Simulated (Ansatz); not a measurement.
**LaB (rocksalt): a single-point run**

Wanted: a converged single-point run for LaB (rocksalt), and a check of what comes out. The structure is shown as the input types it.

Computed with Ansatz 0.2.0 (DFT PBE, scalar-relativistic, plane waves, PAW, unless a step's input says otherwise).

1 further run of the same task is left out (set aside as unsound or not needed). Runs told in other sessions of the task aren't counted.

### 1 The starting structure

It takes space group Fm-3m (No. 225, cubic). The conventional cell has a = 5.672 Å, b = 5.672 Å, c = 5.672 Å, α = 90.00°, β = 90.00°, γ = 90.00°. Around La (site symmetry m-3m) lie 6 B at 2.84 Å. B (site symmetry m-3m) has 6 La at 2.84 Å in its first shell of neighbours.

Structure file:

```
La B
1.0
     0.00000    2.83578    2.83578
     2.83578    0.00000    2.83578
     2.83578    2.83578    0.00000
La B
1 1
Direct
  0.50000 0.50000 0.50000
  0.00000 0.00000 0.00000
```

### 2 Running it

Contents of input.yaml:

```yaml
crystal:
  lattice:
    - [0.0, 2.8357827665, 2.8357827665]
    - [2.8357827665, 0.0, 2.8357827665]
    - [2.8357827665, 2.8357827665, 0.0]
  atoms:
    - { symbol: La, position: [0.5, 0.5, 0.5] }
    - { symbol: B, position: [0.0, 0.0, 0.0] }
basis:
  ecutwfc: 420
  ecutrho_ratio: 4
kpoints:
  mp_grid: { grid: [1, 1, 1] }
hamiltonian:
  xc: pbe
scf:
  occupations: { method: gaussian, width: 0.05 }
  max_iter: 50
output:
  forces: true
  stress: true
```

On the command line:

```console
ansatz run input.yaml --threads 2 --pin off --max-ram 2662MiB --backend cpu --events-out ev --progress --plain --runs-dir out
```

Q: Will this input give a usable result? If not, why, and what should change?

The program finished normally. It gives a pressure of 27 GPa, which is large; a structure far from rest gives such values too, whatever the setting.

The suspect setting: kpoints.mp_grid.grid is [1, 1, 1]. The zone is sampled at a single point, which suits only large cells or molecules.

The test: set kpoints.mp_grid.grid to [10, 10, 10].
